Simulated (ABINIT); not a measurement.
Here is an ABINIT 10.8.3 (patched build) calculation.

The input run.abi:

```
# Datasets: ground state, then fixed potential
ndtset 2

# Pseudopotentials
pp_dirpath "./"
pseudos "Li.LDA_PW-JTH.xml"

# Structure
acell 3.0391429495 3.0391429495 3.0391429495 Angstrom
rprim
    -0.5773502692     0.5773502692     0.5773502692
     0.5773502692    -0.5773502692     0.5773502692
     0.5773502692     0.5773502692    -0.5773502692
ntypat 1
znucl 3
natom 1
typat 1
xcart
     0.0000000000     0.0000000000     0.0000000000 Angstrom

# Plane-wave basis
ecut 489.804952 eV
pawecutdg 36.0

# Exchange and correlation
ixc -208012
usekden 1
pawxcdev 0

# Bands and occupations
occopt 3
tsmear 0.05 eV

# SCF cycle
nstep 100
diemix 0.3
optforces 0
optstress 0

# Output
iomode 3
prtwf 0
prteig 0
prtebands 0
enunit 1
prtden1 1
prtkden1 1

# Dataset 1
kptopt1 1
ngkpt1 11 11 11
nshiftk1 1
shiftk1 0.0 0.0 0.0
nband1 6
tolvrs1 1.0e-7

# Dataset 2: bands along G-H-N-G-P-H
iscf2 -2
getden2 1
getkden2 1
nband2 10
nbdbuf2 2
tolwfr2 1.0e-12
kptopt2 -5
ndivsm2 5
prteig2 1
kptbounds2
     0.0000000000     0.0000000000     0.0000000000
     0.5000000000    -0.5000000000     0.5000000000
     0.0000000000     0.0000000000     0.5000000000
     0.0000000000     0.0000000000     0.0000000000
     0.2500000000     0.2500000000     0.2500000000
     0.5000000000    -0.5000000000     0.5000000000
```

Potentials or basis: JTH PAW LDA v2.0.

Launch:

```sh
$ abinit run.abi > log 2>&1
```

Q: What does it give for the band gap on the k mesh?

A: None (metal or under the smearing width).

Levels at the corners of the path, in eV from the Fermi level:
```tsv
point	band 1	band 2	band 3	band 4
Γ	-49.40	-3.53	13.92	13.92
H	-49.37	5.35	5.35	5.35
N	-49.38	0.25	3.04	9.97
Γ	-49.40	-3.53	13.92	13.92
P	-49.38	3.26	3.26	3.26
H	-49.37	5.35	5.35	5.35
```

Caveat: the constant c of TB-mBJ comes from the pseudo density here, which moves gaps by up to 0.3 eV between sets of potentials.
